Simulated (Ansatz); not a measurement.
**Formation energy of NiAs-type GdN**

Level of theory: DFT, PBE, scalar-relativistic, collinear spin; plane waves to 420 eV with PAW datasets (Ansatz 0.2.0), Γ-centred 10×10×8 mesh, 0.05 eV Gaussian smearing. The datasets are Ansatz's generated set soft_2.

The start was a prototype's sites filled with these elements. The Crystallography Open Database lists the compound in space group Fm-3m (rock salt), so this is a trial structure.

Symmetry: P6_3/mmc, No. 194, hexagonal system. Conventional cell: a = 3.463 Å, b = 3.463 Å, c = 6.078 Å, α = 90.00°, β = 90.00°, γ = 120.00°. Around Gd (site symmetry -3m) lie 6 N at 2.51 Å. N (site symmetry -6m2) is surrounded by 6 Gd at 2.51 Å. (Shells end 15 % past the nearest neighbour.)

The elements were computed in their standard states (gases as isolated molecules) with the same datasets, cutoff and functional. The compound's run is ferromagnetic, with site spin moments Gd 6.85; N -0.05 μB. Absolute energies hang on the potentials; compare differences alone.

Energy of the relaxed cell (4 atoms, smearing extrapolated to zero): -19437.394 eV. Elements, in eV/atom: Gd -9332.227, N -384.013.

**Question.** What is the formation energy?

**Answer.** [-19437.394 − (2 × -9332.227 + 2 × -384.013)] / 4 = -1.23 eV/atom, or -119 kJ per mole of atoms.

The value is for 0 K, without zero-point energy and without any correction for the binding of gas molecules. The functional's error in the binding of N₂ enters directly. A negative value shows stability against the elements alone, not against other compounds or structures.

Bader charges against formal ones: Gd +1.74 (+3), N −1.74 (−3). The cations give up 58 % of the formal charge; Bader charges stay under formal ones because the anions' density reaches into the cations' basins, the more so the higher the formal charge and the softer the anion.

Formal charges Gd³⁺, N³⁻ leave Gd³⁺ with an open 4f⁷ shell. Exchange should fill one spin channel of a half-filled shell and leave an insulator, so a metal points to the functional or the structure. The run still finds no gap: within 0.1 eV of the Fermi level the projected states are 56 % N 2p, 38 % Gd 5d.

Exchange splits the half-filled 4f shell away from the Fermi level; the metal comes from a small overlap of other bands, which can be the functional's gap error. Scalar-relativistic only: spin–orbit splittings of the heavy atoms' levels are missing. The run wasn't fully tested for a lower electronic state. Site moments are of spin, integrated over atomic spheres.
